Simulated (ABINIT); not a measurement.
Crystal: Hf.

```
CELL_PARAMETERS angstrom
2.91381 0.00000 0.00000
0.00000 2.91381 0.00000
0.00000 0.00000 2.91381
ATOMIC_POSITIONS crystal
Hf 0.50000 0.50000 0.50000
```

The cell was built by a generator and needn't be a form met in nature.

Base run:

| Item | Value |
| --- | --- |
| Program | ABINIT 10.8.3 (patched build) |
| Functional | RPBE |
| Potentials or basis | JTH PAW PBE v2.0 |
| Cutoff | 626 eV |
| k mesh | 9 × 9 × 9 |
| Occupations | fermi-dirac, width 0.05 eV |
| Spin | no spin polarisation |

Its results: band gap on the k mesh none (metal or under the smearing width); pressure 2.1 GPa.

Question: The run is repeated on the same cell with these changes: functional from RPBE to BLYP. What comes out?

Answer: Band gap on the k mesh none (metal or under the smearing width); pressure 2.8 GPa.

Caveats: the PAW data sets were made with another functional, which shifts forces and pressure a little.

Not every run made on this cell is shown here.
